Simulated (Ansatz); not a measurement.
# Al (Fm-3m) in Ansatz: settings compared

One crystal, Al, is run at these levels: PBE, LDA; tasks: band structure.

Everything below comes from runs of Ansatz 0.2.0. Logs are shortened: lines on timing, memory, paths and dates and some standing lists are left out, and cuts for length are marked.

### Step 1. The crystal as given

The structure is cubic, space group Fm-3m (No. 225). The conventional cell has a = 4.050 Å, b = 4.050 Å, c = 4.050 Å, α = 90.00°, β = 90.00°, γ = 90.00°. Al (site symmetry m-3m) is surrounded by 12 Al at 2.86 Å.

### Step 2. Band structure, PBE

input.yaml reads:

```yaml
crystal:
  lattice:
    - [0.0, 2.024805, 2.024805]
    - [2.024805, 0.0, 2.024805]
    - [2.024805, 2.024805, 0.0]
  atoms:
    - { symbol: Al, position: [0.0, 0.0, 0.0] }
hamiltonian:
  xc: pbe
  pseudopotentials: { kind: paw }
kpoints:
  mp_grid: { grid: [11, 11, 11] }
  band_path:
    path:
      - [[0.0, 0.0, 0.0], [0.5, 0.0, 0.5], [0.5, 0.25, 0.75], [0.375, 0.375, 0.75], [0.0, 0.0, 0.0], [0.5, 0.5, 0.5], [0.625, 0.25, 0.625], [0.5, 0.25, 0.75], [0.5, 0.5, 0.5], [0.375, 0.375, 0.75]]
      - [[0.625, 0.25, 0.625], [0.5, 0.0, 0.5]]
    npoints: 14
scf:
  occupations: { method: fermi_dirac, width: 0.05 }
  n_extra_bands: 6
output:
  forces: true
  stress: true
  eigenvalues: true
  fatbands: false
```

Potentials or basis: Ansatz PAW.

Run with:

```sh
$ ansatz run input.yaml --threads 2 --pin off --max-ram 5632MiB --backend cpu --events-out ev --progress --plain --runs-dir out
```

Standard output:

```text
Warning: RAYON_NUM_THREADS=2 ignored (pool sized by the plan → 2); use --threads N
scf.n_extra_bands = 6 over 2 filled bands (N_el = 3.0): the run solves 8 bands
Engine: ansatz 0.2.0, x86_64-unknown-linux-gnu
Pseudopotentials: kind: paw
Pseudopotential: Al, paw, valence charge 3, recommended cutoff 420 eV (normal), Al.paw.azcp
Functional definition: PBE
  parameter kappa = 0.804
  parameter beta = 0.06672455060314922
  exchange = pbe_x(kappa = kappa, mu = beta*pi^2/3)
  correlation = pbe_c(beta = beta)
Crystal: 1 atoms, lattice volume = 16.603 Å³
Basis set: ecut = 420 eV, 331 PW (Γ), exchange–correlation on 40×40×40 points (8 copies of the dense FFT grid, shifted against one another)
Bands: 8, of which v1, the nominal top of the filled ones, is band 2 counted from 1 (1 counted from 0)
Symmetry: 48 space group operations
Space group: Fm-3m (ITA 225), of the structure as read, at distance tolerance 2.6e-5 Å
k-points: 56 of 1331
Non-local potential: Al, projectors of the file, l = 0: 2, l = 1: 2, l = 2: 1
PAW form: soft (Blöchl's): semilocal exchange-correlation on the pseudo side does not see the compensation charge
PAW one-centre angular grid: Al, 110 points (default); XC on 64 Gauss nodes
Initial density: superposition of atomic densities (neutral atoms: chi_scale 0, normalization atom), corrected by the library's trained network
Initial wavefunctions: pseudopotential atomic-orbital guess
Functional: x = pbe(κ = 0.804, μ = 0.2195149727645171), c = pbe(β = 0.06672455060314922)
SCF iter   1: F=—  HF=-537.512234 eV  |F-HF|=—  |Δ(HF+E_count)|=         —  Δρ=4.78e-4  dr2=1.37e-5  ethr=1.77e-3  ⟨swp⟩=4.7  Hψ=3421  notcnv=0  defer=1
preconditioner: auto → none  [metal: Δε(μ)=0.028 eV  Ē_g=16.387 eV  σ=0.050 eV  W_gap=0.14  n_scr=0 (ndim 8)  ℏωp=15.8 eV  f_vac=0.000  D(μ)=0.55/eV (n_scr^D=0)]
SCF iter   2: F=—  HF=-537.512270 eV  |F-HF|=—  |Δ(HF+E_count)|=   3.60e-5  Δρ=2.46e-4  dr2=3.73e-6  ethr=4.58e-7  ⟨swp⟩=2.1  Hψ=968  notcnv=0  defer=7
iter 3 did not close the SCF: its close was put off for the readings that it lacked (scf_convergence_deferred on its scf_iter line)
SCF iter   3: F=-537.512279 eV  HF=-537.512279 eV  |F-HF|=1.62e-8  |Δ(HF+E_count)|=   8.70e-6  Δρ=1.53e-5  dr2=4.55e-8  ethr=1.24e-7  ⟨swp⟩=1.7  Hψ=417  notcnv=0  defer=7
iter 4 did not close the SCF: its close was put off for the readings that it lacked (scf_convergence_deferred on its scf_iter line)
SCF iter   4: F=-537.512279 eV  HF=-537.512279 eV  |F-HF|=1.77e-9  |Δ(HF+E_count)|=   1.38e-8  Δρ=5.39e-6  dr2=5.49e-9  ethr=1.52e-9  ⟨swp⟩=1.0  Hψ=354  notcnv=0  defer=7
iter 5 did not close the SCF: its close was put off for the readings that it lacked (scf_convergence_deferred on its scf_iter line)
SCF iter   5: F=-537.512279 eV  HF=-537.512279 eV  |F-HF|=4.02e-11  |Δ(HF+E_count)|=   1.54e-9  Δρ=7.60e-7  dr2=1.16e-10  ethr=1.83e-10  ⟨swp⟩=1.0  Hψ=357  notcnv=0  defer=7
SCF iter   6: F=-537.512279 eV  HF=-537.512279 eV  |F-HF|=2.16e-12  |Δ(HF+E_count)|=  3.05e-11  Δρ=1.75e-7  dr2=6.20e-12  ethr=3.87e-12  ⟨swp⟩=3.4  Hψ=1794  notcnv=0
SCF 1 converged in 6 iterations: F = -537.512279 eV  dr2 = 6.20e-12
NSCF: frozen V_eff on 142 k-points
SCF converged after 6 iterations
Free energy (F): -537.512279 eV
Harris-Foulkes:  -537.512279 eV  (|F-HF|=2.16e-12)
Internal energy: -537.508272 eV  (E = F + TS)
E sigma→0 (E₀):  -537.510275 eV
Entropy (-TS):   -0.004007 eV (-4.007 meV/atom)
Fermi energy:    7.890059 eV
--- Per-component energies (eV) ---
  E_band       = 10.419617
  E_kinetic    = 22.656249
  E_local      = 9.795154  (includes V_loc(G=0)·N_el)
  E_nonlocal   = 10.318254
  E_hartree    = 0.101877
  E_xc         = -39.691338
  E_vxc        = -28.903052  (∫ρ·V_xc dr)
  E_paw        = -467.325414  (= ΣΔE_a)
  E_vpaw       = -3.650741  (= ΣTr[D̂ρ^β])
  E_aug_tail   = -0.000002  (compensation charges beyond the density's cutoff)
  E_ewald      = -73.363052
  E_smearing   = -0.004007  (= −TS)
  E_closure    = 0.000000  (closes the sum)
  Σ components = -537.512279   (vs F -537.512279, Δ=0.00e0)
--- Forces (eV/Å), atoms counted from 1 ---
  atom   1  Al    -0.00000000    -0.00000000     0.00000000
  max |Σ_I F_I| component: 1.64e-32 eV/Å
--- Stress (GPa, compression-positive) ---
       -0.423996       0.000000      -0.000000
        0.000000      -0.423996       0.000000
        0.000000      -0.000000      -0.423996
  P = ⅓ Tr σ = -0.4240 GPa (-4.240 kbar)
--- Band table (eV; the first three rows and the last of 56) ---
  k-point 0: bands = ["-3.2048", "20.3676", "20.3676", "20.3676", "21.9143", "21.9143", "21.9143", "24.3353"]
  k-point 1: bands = ["-2.9813", "17.5081", "19.7561", "19.7561", "22.5721", "22.8593", "22.8593", "25.9592"]
  k-point 2: bands = ["-2.3128", "13.8857", "19.0421", "19.0421", "22.3394", "23.6403", "23.6403", "25.1286"]
  k-point 55: bands = ["6.4955", "6.7513", "8.1496", "10.0285", "21.7073", "24.5344", "24.7448", "26.6000"]
```

Wall time 0.77 s (2 threads of Intel Xeon Platinum 8259CL at 2.50GHz (Skylake/Cascade Lake), shared host); peak memory 0.31 GiB.

What came out:

```yaml
Free_energy: -537.5123 eV
Pressure: -0.4 GPa
Band_gap_on_the_k_mesh: none (metal or under the smearing width)
```

Levels at the corners of the path, in eV from the Fermi level:
```tsv
point	band 1	band 2	band 3	band 4	band 5	band 6	band 7
Γ	-11.09	12.48	12.48	12.48	14.02	14.02	14.02
X	-2.91	-1.61	5.21	5.56	5.56	8.98	24.88
W	-0.85	-0.85	0.17	1.06	15.68	15.68	16.25
K	-1.88	-1.36	-0.42	6.52	8.13	15.55	21.50
Γ	-11.09	12.48	12.48	12.48	14.02	14.02	14.02
L	-4.57	-4.38	11.34	11.34	11.34	11.34	15.10
U	-1.88	-1.36	-0.42	6.52	8.13	15.55	21.50
W	-0.85	-0.85	0.17	1.06	15.68	15.68	16.25
L	-4.57	-4.38	11.34	11.34	11.34	11.34	15.10
K	-1.88	-1.36	-0.42	6.52	8.13	15.55	21.50
U	-1.88	-1.36	-0.42	6.52	8.13	15.55	21.50
X	-2.91	-1.61	5.21	5.56	5.56	8.98	24.88
```

### Step 3. Band structure, LDA

Changes to input.yaml since step 2:

```diff
@@ -8,3 +8,3 @@
 hamiltonian:
-  xc: pbe
+  xc: lda
   pseudopotentials: { kind: paw }
```

Potentials or basis: Ansatz PAW.

Run with:

```sh
$ ansatz run input.yaml --threads 2 --pin off --max-ram 5632MiB --backend cpu --events-out ev --progress --plain --runs-dir out
```

Standard output:

```text
Warning: RAYON_NUM_THREADS=2 ignored (pool sized by the plan → 2); use --threads N
scf.n_extra_bands = 6 over 2 filled bands (N_el = 3.0): the run solves 8 bands
[... 3 set-up lines as earlier in the session ...]
Functional definition: SPW92
  exchange = slater_x
  correlation = pw_c
Crystal: 1 atoms, lattice volume = 16.603 Å³
Basis set: ecut = 420 eV, 331 PW (Γ)
Bands: 8, of which v1, the nominal top of the filled ones, is band 2 counted from 1 (1 counted from 0)
[... 2 set-up lines as earlier in the session ...]
k-points: 56 of 1331
[... 2 set-up lines as earlier in the session ...]
PAW frozen core: Al, regenerated for the run's functional, and the local potential with it (the file was generated under x = pbe(κ = 0.804, μ = 0.2195149727645171), c = pbe(β = 0.06672455060314922))
[... 2 set-up lines as earlier in the session ...]
[... 20 lines left out ...]
--- Per-component energies (eV) ---
  E_band       = 9.847045
  E_kinetic    = 22.730147
  E_local      = 9.164013  (includes V_loc(G=0)·N_el)
  E_nonlocal   = 10.949574
  E_hartree    = 0.099389
  E_xc         = -39.286025
  E_vxc        = -29.234689  (∫ρ·V_xc dr)
  E_paw        = -443.224006  (= ΣΔE_a)
  E_vpaw       = -3.960776  (= ΣTr[D̂ρ^β])
  E_aug_tail   = -0.000004  (compensation charges beyond the density's cutoff)
  E_ewald      = -73.363052
  E_core_change = 0.055717  (= ΣΔE_core)
  E_smearing   = -0.004032  (= −TS)
  E_closure    = 0.000000  (closes the sum)
  Σ components = -512.878278   (vs F -512.878278, Δ=0.00e0)
--- Forces (eV/Å), atoms counted from 1 ---
  atom   1  Al    -0.00000000     0.00000000    -0.00000000
  max |Σ_I F_I| component: 1.23e-31 eV/Å
--- Stress (GPa, compression-positive) ---
       -3.656786       0.000000      -0.000000
        0.000000      -3.656786       0.000000
        0.000000       0.000000      -3.656786
  P = ⅓ Tr σ = -3.6568 GPa (-36.568 kbar)
--- Band table (eV; the first three rows and the last of 56) ---
  k-point 0: bands = ["-3.3809", "20.0981", "20.0981", "20.0981", "21.4866", "21.4866", "21.4866", "24.2903"]
  k-point 1: bands = ["-3.1578", "17.2453", "19.4577", "19.4577", "22.2503", "22.4474", "22.4474", "25.5960"]
  k-point 2: bands = ["-2.4907", "13.6488", "18.7370", "18.7370", "22.0714", "23.2257", "23.2257", "24.8054"]
  k-point 55: bands = ["6.3070", "6.5672", "7.9241", "9.7657", "21.4083", "24.1498", "24.4374", "26.2099"]
```

Run time: 0.69 s. Hardware: 2 threads of Intel Xeon Platinum 8259CL at 2.50GHz (Skylake/Cascade Lake), shared host; peak memory 0.3 GiB.

Results:

| Item | Value |
| --- | --- |
| Free energy | -512.8783 eV |
| Pressure | -3.7 GPa |
| Band gap on the k mesh | none (metal or under the smearing width) |

Levels at the corners of the path, in eV from the Fermi level:
| point | band 1 | band 2 | band 3 | band 4 | band 5 |
| --- | --- | --- | --- | --- | --- |
| Γ | -11.07 | 12.41 | 12.41 | 12.41 | 13.80 |
| X | -2.89 | -1.63 | 5.25 | 5.50 | 5.50 |
| W | -0.83 | -0.83 | 0.21 | 0.94 | 15.59 |
| K | -1.86 | -1.34 | -0.47 | 6.45 | 8.09 |
| Γ | -11.07 | 12.41 | 12.41 | 12.41 | 13.80 |
| L | -4.53 | -4.40 | 11.16 | 11.16 | 11.31 |
| U | -1.86 | -1.34 | -0.47 | 6.45 | 8.09 |
| W | -0.83 | -0.83 | 0.21 | 0.94 | 15.59 |
| L | -4.53 | -4.40 | 11.16 | 11.16 | 11.31 |
| K | -1.86 | -1.34 | -0.47 | 6.45 | 8.09 |
| U | -1.86 | -1.34 | -0.47 | 6.45 | 8.09 |
| X | -2.89 | -1.63 | 5.25 | 5.50 | 5.50 |

Caveat: the PAW data sets come from PBE, with cores solved anew for the run's functional, which leaves a small shift of forces and pressure.
